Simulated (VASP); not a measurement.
Here is a VASP 6.6.1 calculation.

File INCAR:

```
SYSTEM = MgS
  ALGO = Normal
  EDIFF = 1E-6
  EDIFFG = -0.01
  ENCUT = 600
  GGA = PE
  IBRION = 2
  ISIF = 3
  ISMEAR = -1
  IVDW = 21
  LASPH = .True.
  LCHARG = .False.
  LREAL = .False.
  LWAVE = .False.
  NELM = 100
  NSW = 40
  PREC = Accurate
  SIGMA = 0.05
```

File KPOINTS:

```
k-points
0
Gamma
  9 9 9
  0 0 0
```

Contents of POSCAR:

```
MgS
1.0
    0.0000000000      2.6016500000      2.6016500000
    2.6016500000      0.0000000000      2.6016500000
    2.6016500000      2.6016500000      0.0000000000
S Mg
1 1
Direct
    0.5000000000      0.5000000000      0.5000000000
    0.0000000000      0.0000000000      0.0000000000
```

Potentials or basis: VASP PAW PBE potentials, release 64 (S, Mg).

Run with:

```console
$ cat potpaw_PBE.64/S/POTCAR potpaw_PBE.64/Mg/POTCAR > POTCAR
$ mpirun -np 1 vasp_std > vasp.out
```

Problem. What does it give for the dispersion energy per atom?

Solution. -0.137 eV.

Problem. Predict the band gap on the k mesh.

Solution. 2.93 eV, indirect (least direct gap 3.80 eV).

Problem. Estimate the relaxed cell.

Solution. a = 3.666 Å, b = 3.666 Å, c = 3.666 Å, α = 60.00°, β = 60.00°, γ = 60.00°.

Problem. Estimate the Hirshfeld charges.

Solution. S -0.26; Mg +0.26 e.

The path:
| step | energy change (eV) | largest force (eV/Å) | pressure (GPa) | volume (Å³) |
| --- | --- | --- | --- | --- |
| 1 | 0.0000 | 0.0000 | -0.79 | 35.22 |
| 2 | -0.0009 | 0.0000 | 0.16 | 34.78 |
| 3 | -0.0010 | 0.0000 | 0.01 | 34.85 |

Caveat: an odd mesh through Γ misses points on the zone boundary, where band edges often lie.
